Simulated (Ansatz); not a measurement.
## BP: optical spectrum from first principles

Wanted: where BP starts to absorb, how strongly, and its refractive index.

Program: Ansatz 0.2.0. Level of theory: DFT, PBE, plane-wave PAW, default files, scalar-relativistic, independent-particle optical response without local fields. Results are calculated unless marked as measured.

## 1. Set-up

Symmetry: F-43m, No. 216, cubic system. Conventional cell: a = 4.538 Å, b = 4.538 Å, c = 4.538 Å, α = 90.00°, β = 90.00°, γ = 90.00°. P has 4 B at 1.97 Å nearest. B has 4 P at 1.97 Å nearest. Farther neighbours are not listed.

## 2. Ground state and bands

The self-consistent density comes first; it also tells whether there is a gap, which decides the occupations and the need for a Drude term.

This step: DFT, PBE, plane-wave PAW, default files, scalar-relativistic, ground state (Ansatz 0.2.0).

File input.yaml:

```yaml
crystal:
  lattice:
    - [0.0, 2.269, 2.269]
    - [2.269, 0.0, 2.269]
    - [2.269, 2.269, 0.0]
  atoms:
    - { symbol: P, position: [0.75, 0.75, 0.75] }
    - { symbol: B, position: [0.0, 0.0, 0.0] }
kpoints:
  mp_grid: { grid: [8, 8, 8] }
  band_path:
    path:
      - [[0.0, 0.0, 0.0], [0.5, 0.0, 0.5], [0.5, 0.25, 0.75], [0.375, 0.375, 0.75], [0.0, 0.0, 0.0], [0.5, 0.5, 0.5], [0.625, 0.25, 0.625], [0.5, 0.25, 0.75], [0.5, 0.5, 0.5], [0.375, 0.375, 0.75]]
      - [[0.625, 0.25, 0.625], [0.5, 0.0, 0.5]]
    npoints: 7
scf:
  occupations: { method: fermi_dirac, width: 0.05 }
  n_extra_bands: 6
hamiltonian:
  xc: pbe
  pseudopotentials: { kind: paw }
output:
  forces: true
  stress: true
  populations: true
  write_bands: true
  write_density: true
  write_potential: true
  elf: true
  volumetric_format: npy
```

On the command line:

```sh
ansatz run input.yaml --threads 2 --pin off --max-ram 5120MiB --backend cpu --events-out ev --progress --plain --runs-dir out
```

Then come: spectrum; static response with local fields. Settings of the main run: response mesh 11×11×11, line width 0.1 eV, cutoff 420 eV, fixed occupations.

Before running: what should come out for the gap on the path; least direct gap on the path; and electronic dielectric constant ε∞, mean over x, y and z?

Light drives vertical transitions, so the absorption sets in only above the least direct gap, 3.40 eV, apart from the broadening. At this level (PBE, independent particles) BP has ε∞ = 9.49 (9.15 with local fields) and n = 3.11 at 1550 nm; absorption sets in near 3.4 eV, and Im ε peaks at 5.8 eV. The gap is indirect (1.24 eV), so absorption without phonons can begin only at the direct gap of 3.40 eV.

- gap on the path: 1.24 eV
- least direct gap on the path: 3.40 eV
- electronic dielectric constant ε∞, mean over x, y and z (by symmetry where fewer were run) (independent particles): 9.49
- absorption onset, first axis (α over 10⁴ cm⁻¹, or the direct gap if that lies higher): 3.40 eV
- main peak of Im epsilon, first axis: 5.84 eV
- centre of weight of the strongest loss peak in the window, first axis: 22.2 eV
- photocurrent from vertical transitions in a film 500 nm thick on a perfect mirror (two passes), AM1.5G, no front reflection, all carriers collected: 0.594 mA/cm²
- electronic dielectric constant ε∞, mean over x, y and z (by symmetry where fewer were run) (static response with local fields): 9.15

Lines 0.1 eV wide carry a tail of absorption under the direct gap, past the threshold already at 3.33 eV. Absorption passes 10⁴ cm⁻¹ from the direct gap on, 3.40 eV, in the ultraviolet, so the visible is passed, but for phonon-assisted absorption over the indirect gap, which is left out. The strongest loss structure up to 25 eV has its centre of weight at 22.2 eV; a free-electron gas of the 7.2 electrons in the f-sum would put its plasmon at 20.6 eV. The f-sum over the summed bands holds 7.2 of the cell's 8 electrons outside the frozen cores. Up to 25 eV the strength has a mean oscillator energy of 6.9 eV, close to the main peak. Through 1 µm of it, D65 light comes out colourless, dimmed by reflection (x = 0.317, y = 0.334; 55 % transmitted). With local fields and the functional's kernel the static response is 9.15 against 9.49 for independent particles (-4 %). In the base spectrum excitons and phonon-assisted transitions are missing, and so are local fields; PBE gaps are as a rule too small, which pulls the onset down and ε∞ up. In the base run ε includes the program's bounded estimate of what the bands above those summed add. Besides steps told in other documents, this task had 1 step that the program refused or didn't finish; those not told in a step above aren't shown.

[Logs are printed without paths, hosts, clocks, repeated set-up lines and the standing remarks that a program may print on its own settings, such as how far it seeks lower states.]

[Hosts, paths, dates, database ids (printed as entryN), source tags and the programs' standing remarks are cut or masked in the printed files.]
